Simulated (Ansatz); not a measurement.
**Comparing deformations in LiCl**

The calculation used DFT PBE, scalar-relativistic, plane waves, PAW in Ansatz. Cutoff 420 eV, Γ-centred 8×8×8 k-points, Gaussian smearing of 0.05 eV. No spin polarisation. Energies are free energies at this smearing, counted from the undisturbed cell; pressure is positive in compression.

Zero of the scan (as given, not relaxed at this level; it stands at 0.4 GPa):

```
CELL_PARAMETERS angstrom
0.00000 2.56476 2.56476
2.56476 0.00000 2.56476
2.56476 2.56476 0.00000
ATOMIC_POSITIONS crystal
Li 0.00000 0.00000 0.00000
Cl 0.50000 0.50000 0.50000
```

The cell is strained by ε times a Voigt pattern (xx, yy, zz, yz, xz, xy; engineering shear) with fractional coordinates fixed. τ = (1/V0) dE/dε comes from the stress tensor. Of each scan, only the three points used here are listed.

```
           pattern        ε  τ (GPa)
(0, 0, 1, 0, 0, 0)  -0.0150    -1.31
(0, 0, 1, 0, 0, 0)   0.0000    -0.40
(0, 0, 1, 0, 0, 0)   0.0150     0.35
(1, 1, 0, 0, 0, 0)  -0.0100    -2.44
(1, 1, 0, 0, 0, 0)   0.0000    -0.80
(1, 1, 0, 0, 0, 0)   0.0100     0.67
(1, 0, 0, 0, 0, 0)  -0.0100    -0.99
(1, 0, 0, 0, 0, 0)   0.0000    -0.40
(1, 0, 0, 0, 0, 0)   0.0100     0.12
(0, 0, 0, 0, 1, 0)  -0.0050   -0.128
(0, 0, 0, 0, 1, 0)   0.0000    0.000
(0, 0, 0, 0, 1, 0)   0.0050    0.128
```

Q: Which constants do the scans give, and which deformation costs least for the same size of strain tensor?

A: The slope dτ/dε at zero (parabola through three points) is pᵀCp: (0, 0, 1, 0, 0, 0) gives C11 = 55 GPa; (1, 1, 0, 0, 0, 0) gives 2(C11 + C12) = 155 GPa; (1, 0, 0, 0, 0, 0) gives C11 = 55 GPa; (0, 0, 0, 0, 1, 0) gives C44 = 25.6 GPa. The size of the strain tensor, ε:ε, is ε² times 1.0, 2.0, 1.0, 0.5. Per unit of it the stiffnesses are 55, 78, 55, 51.2 GPa, so (0, 0, 0, 0, 1, 0) is the softest of these: at ε:ε = (1 %)² the quadratic term costs 0.27 meV/atom against 0.41 for the stiffest. The starting stress shifts them by about its own size.

Q: What else follows for this cubic crystal?

A: From the unrounded slopes C11 = 55.3 and C12 = 22.3 GPa, so B = (C11 + 2 C12)/3 = 33 GPa and the Poisson ratio for a pull along a cube edge is C12/(C11 + C12) = 0.29.

Q: How anisotropic is this cubic crystal?

A: Zener's ratio 2 C44/(C11 − C12) = 1.55; it is 1 for an isotropic solid.